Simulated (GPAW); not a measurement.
Nb, 1 atom in the cell. It takes space group Im-3m (No. 229, cubic). Conventional cell: a = 3.328 Å, b = 3.328 Å, c = 3.328 Å, α = 90.00°, β = 90.00°, γ = 90.00°. Nb (site symmetry m-3m) is surrounded by 8 Nb at 2.88 Å. 

```yaml
Program: GPAW 26.7.0
Task: single point
Functional: PBE
Potentials_or_basis: GPAW PAW data sets (gpaw-data 1.2.1)
Cutoff: 600 eV
Basis: pw
k_mesh: 11 × 11 × 11
Occupations: gaussian, width 0.012 eV
Spin: no spin polarisation
Maxiter: 150
```

Potentials or basis: GPAW PAW data sets (gpaw-data 1.2.1), pw.

The run is started by

```console
$ OMP_NUM_THREADS=1 python run.py
```

Hardware: 1 thread of Intel(R) Xeon(R) Platinum 8488C (Sapphire Rapids), on a shared host.

**Question.** How long does it take, and how much memory?

**Answer.** It took 9.5 s on 1 thread of Intel(R) Xeon(R) Platinum 8488C (Sapphire Rapids), on a shared host, peak memory 0.14 GiB. Counts: scf iterations 8, plane waves 629, bands 15, k points 56.
